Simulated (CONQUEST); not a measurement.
## C: equation of state with PBE

**What was measured.**

“Equation of state of cubic boron nitride at high pressures and temperatures”, 2007, arxiv:cond-mat/0702656 quotes, for a bulk crystal of C: bulk modulus 442 ± 5 GPa.

Crystal: C.

```
C
1.0
     2.52207    0.00000    0.00000
     0.00000    2.52207    0.00000
     0.00000    0.00000    3.56674
C
4
Direct
  0.00000 0.50000 0.25000
  0.50000 0.00000 0.75000
  0.00000 0.00000 0.50000
  0.50000 0.50000 0.00000
```

This isn't the form of C at room conditions, which is graphite.

```
Program             : CONQUEST 1.3
Task                : equation of state
Functional          : PBE
Potentials or basis : PseudoDojo NC PBE, DZP, grid of 24 × 24 × 36 points
k mesh              : 10 × 10 × 8
Occupations         : fermi-dirac, width 0.05 eV
Spin                : no spin polarisation
```

| Property | Result |
| --- | --- |
| Equilibrium volume | 5.77 Å³/atom |
| Bulk modulus | 431 GPa |
| Pressure derivative of the bulk modulus | 3.5 |

Energy against volume, from the lowest point:
```csv
volume (Å³/atom),energy (meV/atom)
5.332,49.54
5.445,26.14
5.558,10.66
5.672,2.05
5.785,0.00
5.899,3.90
6.012,13.18
```

All runs of the series together: 16 min on 1 thread of Intel(R) Xeon(R) Platinum 8488C (Sapphire Rapids), on a shared host.

A measured bulk modulus of C is 442 GPa (quoted in “Equation of state of cubic boron nitride at high pressures and temperatures”, 2007, arxiv:cond-mat/0702656); the calculated 431 GPa misses it by -2.4 %. 3 values of this kind are on record (442 to 444.8 GPa); this one was drawn at random among those near their median, those with a stated uncertainty first. The fit is for a static lattice scaled at fixed shape and fixed fractional positions.

Caveat: the DZP basis gives volumes some 2 % larger than converged bases do, and moduli off by several per cent; the basis of atomic orbitals isn't converged, which shifts pressures, moduli and gaps.
